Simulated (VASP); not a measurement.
# CdF2 (Fm-3m) in VASP: a series of runs, part 2 of 2

VASP 6.6.1. The steps go on from the part before.

### Step 3. Relaxation of cell and atoms, LDA

This run uses another cell than the first one, of 13.03 Å³/atom, 0.997 times its volume.

Contents of INCAR:

```
SYSTEM = CdF2
  PREC = Accurate
  ENCUT = 600
  EDIFF = 1E-6
  ISMEAR = 0
  SIGMA = 0.03
  LREAL = .FALSE.
  LASPH = .TRUE.
  NELM = 80
  ALGO = Normal
  ISIF = 3
  LWAVE = .FALSE.
  LCHARG = .FALSE.
  IBRION = 2
  NSW = 90
  EDIFFG = -0.01
  KPAR = 2
```

Contents of KPOINTS:

```
Automatic mesh
0
G
  10 10 10
  0 0 0
```

Contents of POSCAR:

```
CdF2
1.0
    0.0000000000      2.6940000000      2.6940000000
    2.6940000000      0.0000000000      2.6940000000
    2.6940000000      2.6940000000      0.0000000000
Cd F
1 2
Direct
    0.0000000000      0.0000000000      0.0000000000
    0.2500000000      0.2500000000      0.2500000000
    0.7500000000      0.7500000000      0.7500000000
```

Potentials or basis: VASP PAW LDA potentials, release 64 (Cd, F).

Launch:

```sh
cat potpaw_LDA.64/Cd/POTCAR potpaw_LDA.64/F/POTCAR > POTCAR
mpirun -np 2 vasp_std > vasp.out
```

OUTCAR:

```text
SYSTEM = CdF2
   PREC = Accurate
   ENCUT = 600
   EDIFF = 1E-6
   ISMEAR = 0
   LREAL = .FALSE.
   LASPH = .TRUE.
   NELM = 80
   ISIF = 3
   IBRION = 2
   NSW = 90
   EDIFFG = -0.01

 ion  position               nearest neighbor table
   1  0.000  0.000  0.000-   3 2.33   3 2.33   3 2.33   2 2.33   3 2.33   2 2.33   2 2.33   2 2.33

   2  0.250  0.250  0.250-   1 2.33   1 2.33   1 2.33   1 2.33
   3  0.750  0.750  0.750-   1 2.33   1 2.33   1 2.33   1 2.33

  LATTYP: Found a face centered cubic cell.
 ALAT       =     5.3880000000

  Lattice vectors:

 A1 = (   0.0000000000,   2.6940000000,   2.6940000000)
 A2 = (   2.6940000000,   0.0000000000,   2.6940000000)
 A3 = (   2.6940000000,   2.6940000000,   0.0000000000)

Analysis of symmetry for initial positions (statically):
=====================================================================
 Subroutine PRICEL returns:
 Original cell was already a primitive cell.

 Routine SETGRP: Setting up the symmetry group for a
 face centered cubic supercell.

 Subroutine GETGRP returns: Found 48 space group operations
 (whereof 48 operations were pure point group operations)
 out of a pool of 48 trial point group operations.

The static configuration has the point symmetry O_h .

Analysis of symmetry for dynamics (positions and initial velocities):
=====================================================================
 Subroutine PRICEL returns:
 Original cell was already a primitive cell.

 Routine SETGRP: Setting up the symmetry group for a
 face centered cubic supercell.

 Subroutine GETGRP returns: Found 48 space group operations
 (whereof 48 operations were pure point group operations)
 out of a pool of 48 trial point group operations.

The dynamic configuration has the point symmetry O_h .

 Subroutine INISYM returns: Found 48 space group operations
 (whereof 48 operations are pure point group operations),
 and found     1 'primitive' translations

----------------------------------------------------------------------------------------

                                     Primitive cell

  volume of cell :      39.1041

  direct lattice vectors                    reciprocal lattice vectors
     0.000000000  2.694000000  2.694000000    -0.185597624  0.185597624  0.185597624
     2.694000000  0.000000000  2.694000000     0.185597624 -0.185597624  0.185597624
     2.694000000  2.694000000  0.000000000     0.185597624  0.185597624 -0.185597624

  length of vectors
     3.809891337  3.809891337  3.809891337     0.321464515  0.321464515  0.321464515

  position of ions in fractional coordinates (direct lattice)
     0.000000000  0.000000000  0.000000000
     0.250000000  0.250000000  0.250000000
     0.750000000  0.750000000  0.750000000

  ion indices of the primitive-cell ions
   primitive index   ion index
                 1           1
                 2           2
                 3           3

----------------------------------------------------------------------------------------

 KPOINTS: Automatic mesh

[... 26 lines left out ...]
  0.200000  0.000000  0.000000      8.000000
  0.300000  0.000000  0.000000      8.000000
  0.400000  0.000000  0.000000      8.000000
  0.500000  0.000000  0.000000      4.000000
[... 16 lines left out ...]
  0.300000  0.300000  0.000000      6.000000
  0.400000  0.300000  0.000000     24.000000
 [... further k-points ...]
   k-points           NKPTS =     47   k-points in BZ     NKDIM =     47   number of bands    NBANDS=     17
   number of dos      NEDOS =    301   number of ions     NIONS =      3
   total plane-waves  NPLWV =  27000
   dimension x,y,z NGX =    30 NGY =   30 NGZ =   30
   dimension x,y,z NGXF=    60 NGYF=   60 NGZF=   60
   ions per type =               1   2
   NGX,Y,Z   is equivalent  to a cutoff of  13.09, 13.09, 13.09 a.u.
   NGXF,Y,Z  is equivalent  to a cutoff of  26.18, 26.18, 26.18 a.u.
 SYSTEM =  CdF2
   PREC   = accura    normal or accurate (medium, high low for compatibility)
   ISTART =      0    job   : 0-new  1-cont  2-samecut
   ICHARG =      2    charge: 1-file 2-atom 10-const
   ISPIN  =      1    spin polarized calculation?
   LNONCOLLINEAR =      F non collinear calculations
   LSORBIT =      F    spin-orbit coupling
   LASPH  =      T    aspherical Exc in radial PAW
   ENCUT  =  600.0 eV  44.10 Ry    6.64 a.u.   7.61  7.61  7.61*2*pi/ulx,y,z
   NELM   =     80;   NELMIN=  2; NELMDL= -5     # of ELM steps
   EDIFF  = 0.1E-05   stopping-criterion for ELM
   LREAL  =      F    real-space projection
   EDIFFG = -.1E-01   stopping-criterion for IOM
   NSW    =     90    number of steps for IOM
   IBRION =      2    ionic relax: 0-MD 1-quasi-New 2-CG
   NFREE  =      1    steps in history (QN), initial steepest desc. (CG)
   ISIF   =      3    stress and relaxation
   ISYM   =      2    0-nonsym 1-usesym 2-fastsym
   POTIM  = 0.5000    time-step for ionic-motion
   TEBEG  =    0.0;   TEEND  =   0.0 temperature during run
   PSTRESS=    0.0 pullay stress
   NELECT =      26.0000    total number of electrons
   NUPDOWN=      -1.0000    fix difference up-down
   EMIN   =  10.00;   EMAX   =-10.00  energy-range for DOS
   EFERMI =   0.00;   METHOD = LEGACY
   ISMEAR =     0;   SIGMA  =   0.03  broadening in eV -4-tet -1-fermi 0-gaus
   EFERMI_NEDOS =   21; number of points for ismear=-14 and -15
   IALGO  =     38    algorithm
   IMIX   =      4    mixing-type and parameters
     AMIX     =   0.40;   BMIX     =  1.00
     AMIX_MAG =   1.60;   BMIX_MAG =  1.00
  volume/ion in A,a.u.               =      13.03        87.96
  Fermi-wavevector in a.u.,A,eV,Ry     =   1.428867  2.700166 27.778468  2.041660
  Thomas-Fermi vector in A             =   2.548882
   LORBIT       =      0    0 simple, 1 ext, 2 COOP (PROOUT), +10 PAW based schemes
   GGA     = CA    functional components
   LHFCALC =     F    Hartree Fock is set to
   AEXX    =    0.0000 exact exchange contribution
   IVDW    =     0    specifies the selected vdW correction
   LEPSILON=     F    determine dielectric tensor
   LRPA    =     F    only Hartree local field effects (RPA)
 conjugate gradient relaxation of ions
 non-spin polarized calculation
 Gauss-broadening in eV      SIGMA  =   0.03
  energy-cutoff  :      600.00
  volume of cell :       39.10
 maximum number of plane-waves:      1326
   NGX = 15   NGY = 15   NGZ = 15

--------------------------------------- Ionic step        1  -------------------------------------------

 number of electron      25.9999977 magnetization

 Free energy of the ion-electron system (eV)
  ---------------------------------------------------
  ext. energy  EPLUGINS =         0.00000000
  ---------------------------------------------------
  free energy    TOTEN  =       -12.71922421 eV

  energy without entropy =      -12.71922421  energy(sigma->0) =      -12.71922421

------------------------ aborting loop because EDIFF is reached ----------------------------------------

  FORCE on cell =-STRESS in cart. coord.  units (eV):
  Direction    XX          YY          ZZ          XY          YZ          ZX
  --------------------------------------------------------------------------------------
  -------------------------------------------------------------------------------------
  Total       -1.2013476     -1.2013476     -1.2013476     -0.0000000      0.0000000      0.0000000
  in kB      -49.2216879    -49.2216879    -49.2216879     -0.0000000      0.0000000      0.0000000
  external PRESSURE =     -49.2216879 kB  Pullay stress =       0.0000000 kB
[... 61 lines left out ...]
--------------------------------------- Ionic step        3  -------------------------------------------

 number of electron      26.0000006 magnetization

 Free energy of the ion-electron system (eV)
  ---------------------------------------------------
  ext. energy  EPLUGINS =         0.00000000
  ---------------------------------------------------
  free energy    TOTEN  =       -12.74570425 eV

  energy without entropy =      -12.74570425  energy(sigma->0) =      -12.74570425

 E-fermi :  -1.0956     XC(G=0): -11.3615

 val. band max:       -1.3257669026   @ k =  -0.3000   0.5000   0.2000
 cond. band min:       1.6324638581   @ k =   0.0000   0.0000   0.0000
 fundamental gap:      2.9582307607
 Fermi energy:        -1.0956204973

 k-point     1 :       0.0000    0.0000    0.0000
  band No.  band energies     occupation
      1     -22.0244      2.00000
      2     -20.7084      2.00000
      3      -7.1237      2.00000
      4      -7.1237      2.00000
      5      -7.1237      2.00000
      6      -5.6407      2.00000
[... 457 lines left out ...]
      4      -6.4071      2.00000
      5      -6.3279      2.00000
      6      -5.6835      2.00000
[... 9 lines left out ...]
     16      11.9916      0.00000
     17      12.7312      0.00000

 [... further k-points ...]
[... 5 lines left out ...]
  --------------------------------------------------------------------------------------
  -------------------------------------------------------------------------------------
  Total        0.0026488      0.0026488      0.0026488     -0.0000000      0.0000000      0.0000000
  in kB        0.1133090      0.1133090      0.1133090     -0.0000000      0.0000000      0.0000000
  external PRESSURE =       0.1133090 kB  Pullay stress =       0.0000000 kB
[... 18 lines left out ...]
  FREE ENERGIE OF THE ION-ELECTRON SYSTEM (eV)
  ---------------------------------------------------
  free  energy   TOTEN  =       -12.7457042476 eV

  energy  without entropy=      -12.7457042476  energy(sigma->0) =      -12.74570425

 reached required accuracy - stopping structural energy minimisation
```

CONTCAR:

```text
CdF2
   1.00000000000000
    -0.0000000000000000    2.6555625374884215    2.6555625374884215
     2.6555625374884215    0.0000000000000000    2.6555625374884215
     2.6555625374884215    2.6555625374884215   -0.0000000000000000
  Cd              F
     1     2
Direct
     0.0000000000000000    0.0000000000000000    0.0000000000000000
     0.2500000000000000    0.2500000000000000    0.2500000000000000
     0.7500000000000000    0.7500000000000000    0.7500000000000000

  0.00000000E+00  0.00000000E+00  0.00000000E+00
  0.00000000E+00  0.00000000E+00  0.00000000E+00
  0.00000000E+00  0.00000000E+00  0.00000000E+00
```

Wall time 24 s (2 MPI ranks of Intel Xeon Platinum 8559C (Emerald Rapids), shared host); peak memory 0.17 GiB.

What came out:

- Free energy: -12.7457 eV
- Relaxed volume: 12.48 Å³/atom
- Relaxed cell: a = 3.756 Å, b = 3.756 Å, c = 3.756 Å, α = 60.00°, β = 60.00°, γ = 60.00°
- Space group after relaxing (to 0.05 Å): Fm-3m (No. 225)
- Energy gained by relaxing: 8.8 meV/atom
- Ionic steps: 3
- Pressure after relaxing: 0.0 GPa
- Band gap on the k mesh: 2.96 eV, indirect (least direct gap 3.37 eV)

The path:
```csv
step,energy change (eV),largest force (eV/Å),pressure (GPa),volume (Å³)
1,0.0000,0.0000,-4.92,39.10
2,-0.0228,0.0000,2.04,36.88
3,-0.0265,0.0000,0.01,37.45
```

Final structure:
```
CELL_PARAMETERS angstrom
0.00000 2.65556 2.65556
2.65556 0.00000 2.65556
2.65556 2.65556 0.00000
ATOMIC_POSITIONS crystal
Cd 0.00000 0.00000 0.00000
F 0.25000 0.25000 0.25000
F 0.75000 0.75000 0.75000
```

A k mesh can miss the band edges. Zero-point motion and thermal expansion aren't in these numbers.

### Step 4. Relaxation of cell and atoms, LDA

This run uses another cell than the first one, of 12.48 Å³/atom, 0.955 times its volume.

Edit INCAR of step 3 so:

```diff
@@ -3,3 +3,3 @@
   ENCUT = 600
-  EDIFF = 1E-6
+  EDIFF = 1E-7
   ISMEAR = 0
@@ -15,3 +15,3 @@
   NSW = 90
-  EDIFFG = -0.01
+  EDIFFG = -0.005
   KPAR = 2
```

KPOINTS is that of step 3.

Contents of POSCAR:

```
CdF2                                    
1.0
   -0.0000000000      2.6555625375      2.6555625375
    2.6555625375      0.0000000000      2.6555625375
    2.6555625375      2.6555625375     -0.0000000000
  Cd              F             
     1     2
Direct
     0.0000000000000000    0.0000000000000000    0.0000000000000000
     0.2500000000000000    0.2500000000000000    0.2500000000000000
     0.7500000000000000    0.7500000000000000    0.7500000000000000
```

Potentials or basis: VASP PAW LDA potentials, release 64 (Cd, F).

Launch:

```sh
cat potpaw_LDA.64/Cd/POTCAR potpaw_LDA.64/F/POTCAR > POTCAR
mpirun -np 2 vasp_std > vasp.out
```

OUTCAR:

```text
SYSTEM = CdF2
   PREC = Accurate
   ENCUT = 600
   EDIFF = 1E-7
   ISMEAR = 0
   LREAL = .FALSE.
   LASPH = .TRUE.
   NELM = 80
   ISIF = 3
   IBRION = 2
   NSW = 90
   EDIFFG = -0.005

 ion  position               nearest neighbor table
   1  0.000  0.000  0.000-   3 2.30   3 2.30   3 2.30   2 2.30   3 2.30   2 2.30   2 2.30   2 2.30

   2  0.250  0.250  0.250-   1 2.30   1 2.30   1 2.30   1 2.30
   3  0.750  0.750  0.750-   1 2.30   1 2.30   1 2.30   1 2.30

  LATTYP: Found a face centered cubic cell.
 ALAT       =     5.3111250750

  Lattice vectors:

 A1 = (   0.0000000000,   2.6555625375,   2.6555625375)
 A2 = (   2.6555625375,   0.0000000000,   2.6555625375)
 A3 = (   2.6555625375,   2.6555625375,   0.0000000000)

Analysis of symmetry for initial positions (statically):
=====================================================================
 Subroutine PRICEL returns:
 Original cell was already a primitive cell.

 Routine SETGRP: Setting up the symmetry group for a
 face centered cubic supercell.

[... 213 lines left out ...]
  ext. energy  EPLUGINS =         0.00000000
  ---------------------------------------------------
  free energy    TOTEN  =       -12.74009903 eV

  energy without entropy =      -12.74009903  energy(sigma->0) =      -12.74009903

 E-fermi :  -1.1042     XC(G=0): -11.3573

 val. band max:       -1.3312323781   @ k =  -0.3000   0.5000   0.2000
 cond. band min:       1.6232532096   @ k =   0.0000   0.0000   0.0000
 fundamental gap:      2.9544855877
 Fermi energy:        -1.1041924312

 k-point     1 :       0.0000    0.0000    0.0000
  band No.  band energies     occupation
      1     -22.0256      2.00000
      2     -20.7121      2.00000
      3      -7.1262      2.00000
      4      -7.1262      2.00000
      5      -7.1262      2.00000
      6      -5.6476      2.00000
[... 457 lines left out ...]
      4      -6.4114      2.00000
      5      -6.3321      2.00000
      6      -5.6901      2.00000
[... 9 lines left out ...]
     16      11.9801      0.00000
     17      12.7185      0.00000

 [... further k-points ...]
[... 5 lines left out ...]
  --------------------------------------------------------------------------------------
  -------------------------------------------------------------------------------------
  Total       -0.0090525     -0.0090525     -0.0090525      0.0000000     -0.0000000      0.0000000
  in kB       -0.3869339     -0.3869339     -0.3869339      0.0000000     -0.0000000      0.0000000
  external PRESSURE =      -0.3869339 kB  Pullay stress =       0.0000000 kB

 VOLUME and BASIS-vectors are now :
 -----------------------------------------------------------------------------
  energy-cutoff  :      600.00
  volume of cell :       37.48
      direct lattice vectors                 reciprocal lattice vectors
     0.000000000  2.656264719  2.656264719    -0.188234251  0.188234251  0.188234251
     2.656264719  0.000000000  2.656264719     0.188234251 -0.188234251  0.188234251
     2.656264719  2.656264719  0.000000000     0.188234251  0.188234251 -0.188234251

 POSITION                                       TOTAL-FORCE (eV/Angst)
 -----------------------------------------------------------------------------------
      5.31253      2.65626      2.65626        -0.000000      0.000000     -0.000000
      1.32813      1.32813      1.32813        -0.000000      0.000000     -0.000000
      3.98440      3.98440      3.98440         0.000000     -0.000000      0.000000
 -----------------------------------------------------------------------------------
    total drift:                                0.000000     -0.000000      0.000000

  FREE ENERGIE OF THE ION-ELECTRON SYSTEM (eV)
  ---------------------------------------------------
  free  energy   TOTEN  =       -12.7400990262 eV

  energy  without entropy=      -12.7400990262  energy(sigma->0) =      -12.74009903

 reached required accuracy - stopping structural energy minimisation
```

CONTCAR:

```text
CdF2
   1.00000000000000
     0.0000000000000000    2.6562647190404705    2.6562647190404705
     2.6562647190404705    0.0000000000000000    2.6562647190404705
     2.6562647190404705    2.6562647190404705    0.0000000000000000
  Cd              F
     1     2
Direct
     0.0000000000000000    1.0000000000000000    1.0000000000000000
     0.2500000000000000    0.2500000000000000    0.2500000000000000
     0.7500000000000000    0.7500000000000000    0.7500000000000000

  0.00000000E+00  0.00000000E+00  0.00000000E+00
  0.00000000E+00  0.00000000E+00  0.00000000E+00
  0.00000000E+00  0.00000000E+00  0.00000000E+00
```

Run time: 16 s. Hardware: 2 MPI ranks of Intel Xeon Platinum 8559C (Emerald Rapids), shared host; peak memory 0.16 GiB.

What came out:

* Free energy: -12.7401 eV
* Relaxed volume: 12.49 Å³/atom
* Relaxed cell: a = 3.757 Å, b = 3.757 Å, c = 3.757 Å, α = 60.00°, β = 60.00°, γ = 60.00°
* Space group after relaxing (to 0.05 Å): Fm-3m (No. 225)
* Energy gained by relaxing: 0.0 meV/atom
* Ionic steps: 2
* Pressure after relaxing: 0.0 GPa
* Band gap on the k mesh: 2.95 eV, indirect (least direct gap 3.37 eV)

Final structure:
```cif
data_structure
_symmetry_space_group_name_H-M 'P 1'
_symmetry_Int_Tables_number 1
_cell_length_a 3.7565
_cell_length_b 3.7565
_cell_length_c 3.7565
_cell_angle_alpha 60.000
_cell_angle_beta 60.000
_cell_angle_gamma 60.000
_cell_volume 37.48
loop_
_atom_site_label
_atom_site_type_symbol
_atom_site_fract_x
_atom_site_fract_y
_atom_site_fract_z
_atom_site_occupancy
Cd1 Cd 0.00000 0.00000 0.00000 1
F1 F 0.25000 0.25000 0.25000 1
F2 F 0.75000 0.75000 0.75000 1
```

Levels at points of the mesh, in eV from the valence-band top:
```tsv
k point	band 10	band 11	band 12	band 13	band 14	band 15	band 16	band 17
(0.00, 0.00, 0.00)	-1.11	-0.42	-0.42	-0.42	2.95	12.51	12.51	12.51
(0.50, 0.00, 0.00)	-2.06	-2.06	-0.35	-0.35	7.28	8.93	14.51	14.51
(0.50, 0.50, 0.00)	-3.16	-0.60	-0.09	-0.09	8.10	9.58	11.54	14.32
```
